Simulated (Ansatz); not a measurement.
Relaxation of a periodic cell of 19 atoms, C (surface graphene monolayer, adsorbate C), to a largest force component of 0.03 eV/Å in at most 60 steps.

Theory: Ansatz 0.2.0, DFT PBEsol, scalar-relativistic, plane waves, PAW. Settings: cutoff 420 eV, k mesh 2x2x1, gaussian smearing 0.02 eV, spin collinear.

```xyz
19
Lattice="7.3980 0.0000 0.0000 -3.6990 6.4069 0.0000 0.0000 0.0000 12.0000" Properties=species:S:1:pos:R:3
C 0.000 0.000 1.000
C 1.233 0.712 1.000
C -1.233 2.136 1.000
C 0.000 2.847 1.000
C -2.466 4.271 1.000
C -1.233 4.983 1.000
C 2.466 0.000 1.000
C 3.699 0.712 1.000
C 1.233 2.136 1.000
C 2.466 2.847 1.000
C 0.000 4.271 1.000
C 1.233 4.983 1.000
C 4.932 0.000 1.000
C 6.165 0.712 1.000
C 3.699 2.136 1.000
C 4.932 2.847 1.000
C 2.466 4.271 1.000
C 3.699 4.983 1.000
C 5.780 0.968 2.490
```

Where does it end, and by what steps?

The run converged. The force dipped under the threshold on the way, but the program's further checks kept it going. Limits of this set-up: coarse k mesh, slab without dipole correction. After 14 steps the energy has fallen by 0.568 eV; C19 moved furthest, 0.58 Å.

```tsv
step	energy less start (eV)	largest force component (eV/Å)	accepted
0	0.0000	1.568	yes
1	-0.1424	0.614	yes
2	-0.1917	0.299	yes
3	-0.2828	0.724	yes
4	-0.2125	1.760	no
5	-0.3869	0.498	yes
6	-0.4478	0.395	yes
7	-0.5038	0.489	yes
8	-0.4108	1.319	no
9	-0.5584	0.239	yes
10	-0.5462	0.838	no
11	-0.5663	0.116	yes
12	-0.5678	0.069	yes
13	-0.5682	0.016	yes
14	-0.5682	0.015	yes
```

```xyz
19
Lattice="7.3980 0.0000 0.0000 -3.6990 6.4069 0.0000 0.0000 0.0000 12.0000" Properties=species:S:1:pos:R:3
C 0.006 -0.043 1.002
C 1.212 0.681 0.980
C -1.254 2.170 1.300
C 0.006 2.843 1.005
C -2.489 4.246 0.906
C -1.253 4.964 0.924
C 2.446 -0.035 0.935
C 3.680 0.680 0.982
C 1.212 2.119 0.981
C 2.446 2.834 0.933
C -0.018 4.246 0.910
C 1.211 4.960 0.910
C 4.886 -0.044 1.006
C 6.146 0.631 1.301
C 3.679 2.118 0.978
C 4.885 2.843 1.001
C 2.446 4.242 0.923
C 3.681 4.960 0.906
C 6.145 1.401 2.605
```

The run took 75 s on 2 threads of Intel(R) Xeon(R) 6975P-C (Granite Rapids), on a shared host, peak memory 0.95 GiB.
